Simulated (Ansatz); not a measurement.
Runs of Ansatz 0.2.0 on CdSe. The structure is cubic, space group F-43m (No. 216). Conventional cell: a = 6.141 Å, b = 6.141 Å, c = 6.141 Å, α = 90.00°, β = 90.00°, γ = 90.00°. Cd (site symmetry -43m) has 4 Se at 2.66 Å as nearest neighbours. Se (site symmetry -43m) is surrounded by 4 Cd at 2.66 Å. Measurements of this composition are mostly on another form, of space group No. 186.

| task | level | spin | cell | cutoff (eV) | gap on the mesh (eV) | pressure (GPa) | V0 of scaled cells (Å³/atom) | relaxed volume (Å³/atom) | B0 (GPa) |
| --- | --- | --- | --- | --- | --- | --- | --- | --- | --- |
| single point | PBE | off | as given | 300 | 0.55 | (a) | - | - | - |
| relaxation of cell and atoms | exchange-only PBE | off | relaxed | 420 | - | 0.0 | - | 35.25 | - |
| equation of state | r2SCAN | off | as given | 500 | - | - | 28.84 | - | 52 |
| equation of state | PBEsol | SOC, no magnetisation | as given | 420 | - | - | 28.10 | - | 52 |
| relaxation of cell and atoms | LDA | off | relaxed | 420 | 0.40 | 0.0 | - | (b) | - |

Alike in all rows: potentials or basis Ansatz PAW; k mesh 8 × 8 × 8; smearing fermi-dirac 0.05 eV.

Task: Estimate the missing entries.

Result: (a) 1.4; (b) 27.11.

Caveats: the plane-wave basis is chosen anew once the cell has moved, so the energies of steps on either side of that aren't comparable (some runs); the PAW data sets come from PBE, with cores solved anew for the run's functional, which leaves a small shift of forces and pressure (some runs); the pressure holds a Pulay correction of +4.9 GPa for the finite cutoff (some runs); the cutoff lies under the one recommended for these potentials (some runs); the volume moved by over 15 % at a fixed basis, so the end points are rough (some runs); the PAW data sets were made with another functional, which shifts forces and pressure a little (some runs).

A k mesh can miss the band edges, and rows without SOC leave out spin-orbit coupling on Cd, Se.
